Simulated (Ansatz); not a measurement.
The system is Al.

```xyz
1
Lattice="0.0000 2.0248 2.0248 2.0248 0.0000 2.0248 2.0248 2.0248 0.0000" Properties=species:S:1:pos:R:3 pbc="T T T"
Al    0.0000    0.0000    0.0000
```

Base run:

- Program: Ansatz 0.2.0
- Functional: revPBE
- Potentials or basis: Ansatz PAW
- Cutoff: 420 eV (not typed: the program's choice for these potentials)
- k mesh: 11 × 11 × 11
- Occupations: fermi-dirac, width 0.05 eV
- Spin: no spin polarisation

Its results: band gap on the k mesh none (metal or under the smearing width); pressure 0.7 GPa.

**Question.** The run is repeated on the same cell with these changes: functional from revPBE to r2SCAN; cutoff from 420 eV (not typed: the program's choice for these potentials) to 500 eV (not typed: the program's choice for these potentials). What comes out?

**Answer.** Band gap on the k mesh none (metal or under the smearing width); pressure -3.4 GPa.

Caveats: the PAW data sets come from PBE, with cores solved anew for the run's functional, which leaves a small shift of forces and pressure.
